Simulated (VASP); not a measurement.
# Mg (P1) in VASP: density of states with r2SCAN+D3(BJ)

Aim: the density of states of Mg with r2SCAN+D3(BJ).

Program: VASP 6.6.1. These are calculated values, not measurements. Logs are shortened: lines on timing, memory, paths and dates and some standing lists are left out, and cuts for length are marked.

## 1. The cell of the first run

The typed cell holds 4 atoms: a = 3.209 Å, b = 5.210 Å, c = 5.559 Å, α = 90.00°, β = 90.00°, γ = 90.00°.

## 2. Density of states, r2SCAN+D3(BJ) (all atoms moved at random, sigma 0.1 Å a component)

Input file INCAR:

```
SYSTEM = Mg
PREC = Accurate
ENCUT = 520
EDIFF = 1E-7
ISMEAR = -5
SIGMA = 0.2
LREAL = .False.
LASPH = .True.
NELM = 100
ALGO = Normal
ISIF = 2
LWAVE = .False.
LCHARG = .False.
METAGGA = R2SCAN
LMIXTAU = .True.
IVDW = 12
VDW_S6 = 1.0
VDW_S8 = 0.78981345
VDW_A1 = 0.49484001
VDW_A2 = 5.73083694
LORBIT = 11
NBANDS = 12
NEDOS = 1001
```

Input file KPOINTS:

```
Automatic mesh
0
Gamma
  8 5 5
  0 0 0
```

Input file POSCAR:

```
Mg
1.0
   -3.2092715300      0.0000000000      0.0000000000
    0.0000000000      0.0000000000     -5.2103300000
    0.0000000000     -5.5586213500      0.0000000000
Mg
4
Direct
    0.4786531700      0.7694062400      0.1983416200
    0.9776270300      0.7286652600      0.6735400000
    0.0172647300      0.2469872100      0.3123387600
    0.5264550700      0.2549412900      0.8157796200
```

Potentials or basis: VASP PAW PBE potentials, release 64 (Mg).

Command:

```sh
cat potpaw_PBE.64/Mg/POTCAR > POTCAR
mpirun -np 1 vasp_std > vasp.out
```

OUTCAR:

```text
SYSTEM = Mg
   PREC = Accurate
   ENCUT = 520
   EDIFF = 1E-7
   ISMEAR = -5
   LREAL = .False.
   LASPH = .True.
   NELM = 100
   ISIF = 2
   METAGGA = R2SCAN
   IVDW = 12
   LORBIT = 11
 IVDW          = 12

 ion  position               nearest neighbor table
   1  0.479  0.769  0.198-   3 2.96   3 3.10   2 3.10   2 3.10   3 3.16   3 3.29   4 3.31   2 3.33
                             2 3.34   4 3.43
   2  0.978  0.729  0.674-   4 2.97   1 3.10   1 3.10   4 3.13   4 3.20   3 3.22   1 3.33   1 3.34
                             4 3.35   3 3.37
   3  0.017  0.247  0.312-   1 2.96   1 3.10   1 3.16   4 3.18   4 3.21   4 3.21   2 3.22   4 3.24
                             1 3.29   2 3.37
   4  0.526  0.255  0.816-   2 2.97   2 3.13   3 3.18   2 3.20   3 3.21   3 3.21   3 3.24   1 3.31
                             2 3.35   1 3.43

  LATTYP: Found a simple orthorhombic cell.
 ALAT       =     3.2092715300
 B/A-ratio  =     1.6235242021
 C/A-ratio  =     1.7320508091

  Lattice vectors:

 A1 = (  -3.2092715300,   0.0000000000,   0.0000000000)
 A2 = (   0.0000000000,   0.0000000000,  -5.2103300000)
 A3 = (   0.0000000000,  -5.5586213500,   0.0000000000)

Analysis of symmetry for initial positions (statically):
=====================================================================
 Subroutine PRICEL returns:
 Original cell was already a primitive cell.

 Routine SETGRP: Setting up the symmetry group for a
 simple orthorhombic supercell.

 Subroutine GETGRP returns: Found  1 space group operations
 (whereof  1 operations were pure point group operations)
 out of a pool of  8 trial point group operations.

The static configuration has the point symmetry C_1 .

Analysis of symmetry for dynamics (positions and initial velocities):
=====================================================================
 Subroutine PRICEL returns:
 Original cell was already a primitive cell.

 Routine SETGRP: Setting up the symmetry group for a
 simple orthorhombic supercell.

 Subroutine GETGRP returns: Found  1 space group operations
 (whereof  1 operations were pure point group operations)
 out of a pool of  8 trial point group operations.

The dynamic configuration has the point symmetry C_1 .

 Subroutine INISYM returns: Found  1 space group operations
 (whereof  1 operations are pure point group operations),
 and found     1 'primitive' translations

----------------------------------------------------------------------------------------

                                     Primitive cell

  volume of cell :      92.9477

  direct lattice vectors                    reciprocal lattice vectors
[... 119 lines left out ...]
   LHFCALC =     F    Hartree Fock is set to
   AEXX    =    0.0000 exact exchange contribution
   IVDW    =    12    specifies the selected vdW correction
   LEPSILON=     F    determine dielectric tensor
   LRPA    =     F    only Hartree local field effects (RPA)
 non-spin polarized calculation
 Fermi weights with tetrahedron method with Bloechl corrections
  energy-cutoff  :      520.00
  volume of cell :       92.95
 maximum number of plane-waves:      2532
   NGX = 11   NGY = 19   NGZ = 21

 number of electron       8.0000000 magnetization

 Free energy of the ion-electron system (eV)
  ---------------------------------------------------
  ext. energy  EPLUGINS =         0.00000000
  ---------------------------------------------------
  free energy    TOTEN  =       -16.47904011 eV

  energy without entropy =      -16.47904011  energy(sigma->0) =      -16.47904011

 E-fermi :   2.6033     XC(G=0):  -8.9968

 val. band max:        2.9096818829   @ k =   0.3750   0.0000   0.2000
 cond. band min:       2.2970969803   @ k =   0.2500   0.0000   0.0000
 fundamental gap:     -0.6125849026
 Fermi energy:         2.6033276562

 k-point     1 :       0.0000    0.0000    0.0000
  band No.  band energies     occupation
      1      -4.7574      2.00000
      2       0.2140      2.00000
      3       0.3468      2.00000
      4       0.7717      2.00000
      5       1.3958      2.33685
      6       5.3053      0.00000
      7       5.7897      0.00000
      8       5.9454      0.00000
      9       6.6302      0.00000
     10       9.8884      0.00000
     11      11.7533      0.00000
     12      14.0968      0.00000
[... 331 lines left out ...]
 k-point    24 :       0.1250    0.0000   -0.2000
  band No.  band energies     occupation
      1      -4.3069      2.00000
      2      -1.2427      2.00000
      3       1.1032      2.00000
      4       1.8032      2.02603
      5       2.6633      0.34011
      6       4.0127      0.00000
      7       4.8205      0.00000
      8       6.7984      0.00000
      9       7.9284      0.00000
     10       9.5245      0.00000
     11       9.9034      0.00000
     12      11.3990      0.00000

 [... further k-points ...]

------------------------ aborting loop because EDIFF is reached ----------------------------------------

 Edisp (eV)   -0.52890

 E8    (eV) :    -0.1822

  FORCE on cell =-STRESS in cart. coord.  units (eV):
  Direction    XX          YY          ZZ          XY          YZ          ZX
  --------------------------------------------------------------------------------------
  -------------------------------------------------------------------------------------
  Total      -0.62155    -2.34618    -0.48673    -0.26596    -0.02512     0.01977
  in kB     -10.71388   -40.44200    -8.38999    -4.58450    -0.43307     0.34081
  external pressure =      -19.85 kB  Pullay stress =        0.00 kB

 VOLUME and BASIS-vectors are now :
 -----------------------------------------------------------------------------
  energy-cutoff  :      520.00
  volume of cell :       92.95
      direct lattice vectors                 reciprocal lattice vectors
    -3.209271530  0.000000000  0.000000000    -0.311597193  0.000000000  0.000000000
     0.000000000  0.000000000 -5.210330000     0.000000000  0.000000000 -0.191926423
     0.000000000 -5.558621350  0.000000000     0.000000000 -0.179900723  0.000000000

 POSITION                                       TOTAL-FORCE (eV/Angst)
 -----------------------------------------------------------------------------------
     -1.53613     -1.10251     -4.00886        -0.143228      0.426578      0.297584
     -3.13747     -3.74395     -3.79659        -0.166679     -0.138059     -0.332826
     -0.05541     -1.73617     -1.28688         0.117007     -0.177510     -0.249780
     -1.68954     -4.53461     -1.32833         0.192899     -0.111009      0.285022
 -----------------------------------------------------------------------------------
    total drift:                               -0.000056     -0.000368     -0.000034

  FREE ENERGIE OF THE ION-ELECTRON SYSTEM (eV)
  ---------------------------------------------------
  free  energy   TOTEN  =       -17.0079432741 eV

  energy  without entropy=      -17.0079432741  energy(sigma->0) =      -17.00794327

 total charge

# of ion       s       p       d       tot
------------------------------------------
    1        0.192   0.130   0.011   0.332
    2        0.191   0.131   0.010   0.332
    3        0.191   0.131   0.011   0.333
    4        0.191   0.128   0.010   0.329
--------------------------------------------------
tot          0.765   0.520   0.042   1.327
```

Wall time 8.2 min (1 thread of Intel Xeon Platinum 8175M at 2.50GHz (Skylake/Cascade Lake), shared host); peak memory 0.26 GiB.

What came out:

```
Free energy                                           : -17.0079 eV
Pressure                                              : -2.0 GPa
Largest force                                         : 0.539 eV/Å
Band gap on the k mesh                                : none (metal or under the smearing width)
Valence electrons inside the program's atomic spheres : Mg 0.33
Dispersion energy per atom                            : -0.132 eV
```

Forces on the atoms (eV/Å):
```
Mg  -0.143  0.427  0.298
Mg  -0.167 -0.138 -0.333
Mg   0.117 -0.178 -0.250
Mg   0.193 -0.111  0.285
```

States per cell in windows of 0.5 eV (zero at the Fermi level; states under -8 eV left out):
```tsv
from (eV)	total	Mg2_p	Mg1_p	Mg3_p	Mg4_p	Mg4_s	Mg2_s
-8.0	0.00	0.00	0.00	0.00	0.00	0.00	0.00
-7.5	0.04	0.00	0.00	0.00	0.00	0.00	0.00
-7.0	0.20	0.00	0.00	0.00	0.00	0.01	0.01
-6.5	0.37	0.00	0.00	0.00	0.00	0.01	0.01
-6.0	0.34	0.00	0.00	0.00	0.00	0.01	0.01
-5.5	0.37	0.00	0.00	0.00	0.00	0.01	0.01
-5.0	0.50	0.00	0.00	0.01	0.00	0.02	0.02
-4.5	0.53	0.01	0.01	0.01	0.01	0.02	0.02
-4.0	0.54	0.01	0.01	0.01	0.01	0.02	0.02
-3.5	0.66	0.01	0.01	0.01	0.01	0.02	0.02
-3.0	0.79	0.01	0.01	0.01	0.01	0.02	0.02
-2.5	0.66	0.01	0.01	0.01	0.01	0.01	0.01
-2.0	0.60	0.01	0.01	0.01	0.01	0.01	0.01
-1.5	1.04	0.02	0.02	0.02	0.02	0.02	0.02
-1.0	0.84	0.02	0.02	0.02	0.02	0.01	0.01
-0.5	0.51	0.01	0.01	0.01	0.01	0.01	0.01
0.0	0.51	0.01	0.01	0.01	0.01	0.01	0.01
0.5	1.02	0.02	0.02	0.02	0.02	0.02	0.02
1.0	1.10	0.02	0.02	0.02	0.02	0.02	0.02
1.5	0.93	0.02	0.02	0.02	0.02	0.01	0.01
2.0	1.05	0.02	0.02	0.02	0.02	0.02	0.02
2.5	0.97	0.02	0.02	0.02	0.02	0.02	0.02
3.0	0.85	0.02	0.02	0.02	0.02	0.02	0.01
3.5	1.05	0.02	0.02	0.02	0.03	0.02	0.02
4.0	1.17	0.03	0.03	0.03	0.03	0.01	0.02
4.5	0.91	0.02	0.02	0.02	0.02	0.01	0.01
5.0	1.06	0.03	0.03	0.02	0.03	0.01	0.01
5.5	1.16	0.03	0.03	0.03	0.03	0.02	0.02
6.0	0.95	0.02	0.02	0.02	0.02	0.01	0.01
6.5	0.78	0.02	0.02	0.02	0.02	0.01	0.01
7.0	0.86	0.02	0.02	0.02	0.02	0.01	0.01
7.5	0.69	0.02	0.02	0.02	0.02	0.01	0.01
```

Caveat: the PAW data sets were made with another functional, which shifts forces and pressure a little; pairwise dispersion overbinds metals, which lowers pressure and volume; tetrahedron occupations give inexact forces and stress in metals.
